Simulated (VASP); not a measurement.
# SrTiO3 in VASP 6.6.1, single-point calculation

INCAR

```
LASPH = .TRUE.
LCHARG = .FALSE.
LDAUU = 0 3.0 0
SIGMA = 0.02
LDAUTYPE = 2
LDAU = .TRUE.
EDIFF = 1E-7
IBRION = -1
ISIF = 2
LWAVE = .FALSE.
LREAL = .FALSE.
LMAXMIX = 4
LDAUJ = 0 0 0
NSW = 0
ISMEAR = -1
LDAUL = -1 2 -1
GGA = PE
NBANDS = 28
PREC = Accurate
ALGO = All
ENCUT = 520
NELM = 99
```

KPOINTS

```
KPOINTS created by Atomic Simulation Environment
0
Gamma
6 6 6
0 0 0
```

POSCAR

```
Sr Ti O
 1.0000000000000000
     3.8677829865000000    0.0000000000000000    0.0000000000000000
     0.0000000000000000    3.8677829865000000    0.0000000000000000
     0.0000000000000000    0.0000000000000000    3.8677829865000000
 Sr  Ti  O
   1   1   3
Cartesian
  0.0000000000000000  0.0000000000000000  0.0000000000000000
  1.9338914932500004  1.9338914932500004  1.9338914932500004
  1.9338914932500004  1.9338914932500004  0.0000000000000000
  1.9338914932500004  0.0000000000000000  1.9338914932500004
  0.0000000000000000  1.9338914932500004  1.9338914932500004
```

The recommended PBE PAW datasets give the neutral cell 40 valence electrons.

Command

```
mpirun -np 1 vasp_std
```

Problem. Predict the outcome of this run.

Solution. It converged. Results: gap between bands v and c on the k mesh 2.30 eV; least direct gap on the k mesh 2.69 eV; pressure 13.9 GPa. Band v is the last that the valence electrons fill when counted band by band, and c is the next.

OSZICAR

```
N       E                     dE             d eps       ncg     rms           ort
DAV:   1     0.433343079765E+03    0.43334E+03   -0.22457E+04   560   0.166E+03
DAV:   2    -0.432636162147E+01   -0.43767E+03   -0.41956E+03   560   0.445E+02
DAV:   3    -0.466699123349E+02   -0.42344E+02   -0.42082E+02   560   0.133E+02
DAV:   4    -0.487041388221E+02   -0.20342E+01   -0.20297E+01   560   0.247E+01
DAV:   5    -0.487488938347E+02   -0.44755E-01   -0.44744E-01   560   0.314E+00
SDA:   6    -0.163153073074E+02    0.32434E+02   -0.44744E-01   560   0.108E+03   0.000E+00
CGA:   7    -0.336258353419E+02   -0.17311E+02   -0.17188E+02   560   0.109E+02  -0.664E+00
CGA:   8    -0.365234181607E+02   -0.28976E+01   -0.29569E+01   560   0.435E+01  -0.685E+00
CGA:   9    -0.375281689269E+02   -0.10048E+01   -0.10205E+01   560   0.114E+01  -0.234E+00
CGA:  10    -0.377442852981E+02   -0.21612E+00   -0.21616E+00   560   0.378E+00   0.356E-02
...
CGA:  29    -0.378824933308E+02   -0.12563E-05   -0.12587E-05   560   0.214E-05  -0.325E-07
CGA:  30    -0.378824942880E+02   -0.95719E-06   -0.10128E-05   560   0.208E-05  -0.349E-06
CGA:  31    -0.378824948756E+02   -0.58761E-06   -0.58762E-06   560   0.153E-05   0.846E-07
CGA:  32    -0.378824953970E+02   -0.52142E-06   -0.52266E-06   560   0.952E-06   0.142E-06
CGA:  33    -0.378824957852E+02   -0.38817E-06   -0.39187E-06   560   0.673E-06  -0.954E-07
CGA:  34    -0.378824960330E+02   -0.24780E-06   -0.25735E-06   560   0.597E-06  -0.112E-06
CGA:  35    -0.378824962290E+02   -0.19605E-06   -0.19946E-06   560   0.483E-06  -0.650E-07
CGA:  36    -0.378824963732E+02   -0.14414E-06   -0.14345E-06   560   0.319E-06  -0.301E-07
CGA:  37    -0.378824964710E+02   -0.97789E-07   -0.98189E-07   560   0.202E-06   0.154E-07
   1 F= -.37882496E+02 E0= -.37882496E+02  d E =-.252478E-11
```

For comparison, a separate PBE run of the intended cell, on usual settings and not on those above, gives a gap of 1.91 eV on its mesh and a pressure of 10.8 GPa.
